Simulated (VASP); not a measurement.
A run of VASP 6.6.1 is set up as follows.

File INCAR:

```
PREC = Accurate ; ENCUT = 520
EDIFF = 1E-7 ; ISMEAR = -1
SIGMA = 0.1 ; LREAL = F
LASPH = T ; NELM = 60
ALGO = Normal ; ISIF = 2
LWAVE = F ; LCHARG = F
GGA = PS ; LUSE_VDW = T
IVDW_NL = 2 ; BPARAM = 20.0
CPARAM = 0.0093 ; IBRION = 2
NSW = 60 ; EDIFFG = -0.01
ISYM = 1
```

File KPOINTS:

```
Automatic mesh
0
Gamma
  9 9 9
```

Contents of POSCAR:

```
LiCl
1.0
    0.0000000000      2.5647700000      2.5647700000
    2.5647700000      0.0000000000      2.5647700000
    2.5647700000      2.5647700000      0.0000000000
Cl Li
1 1
Selective dynamics
Direct
    0.4840070000      0.5567240000      0.5018720000  F F F
    0.0679220000      0.0063360000     -0.0564530000  T T T
```

Potentials or basis: VASP PAW PBE potentials, release 64 (Cl, Li_sv).

Launch:

```bash
$ cat potpaw_PBE.64/Cl/POTCAR potpaw_PBE.64/Li_sv/POTCAR > POTCAR
$ mpirun -np 1 vasp_std > vasp.out
```

Question: Predict the energy gained by relaxing.

Answer: 20.6 meV/atom.

Question: Estimate the band gap on the k mesh.

Answer: 6.11 eV, direct.

The path:
```csv
step,energy change (eV),largest force (eV/Å),pressure (GPa)
1,0.0000,0.3449,-0.50
2,-0.0054,0.3095,-0.64
3,-0.0186,0.2216,-0.97
4,-0.0340,0.1071,-1.40
5,-0.0380,0.0712,-1.52
6,-0.0400,0.0444,-1.58
7,-0.0403,0.0376,-1.59
8,-0.0411,0.0174,-1.62
9,-0.0409,0.0251,-1.61
10,-0.0413,0.0064,-1.62
```

Caveat: the cutoff is under 1.25 times the usual one of these potentials, so pressure, stress and relaxed cells hold a basis-set (Pulay) error; the PAW data sets were made with another functional, which shifts forces and pressure a little; an odd mesh through Γ misses points on the zone boundary, where band edges often lie.
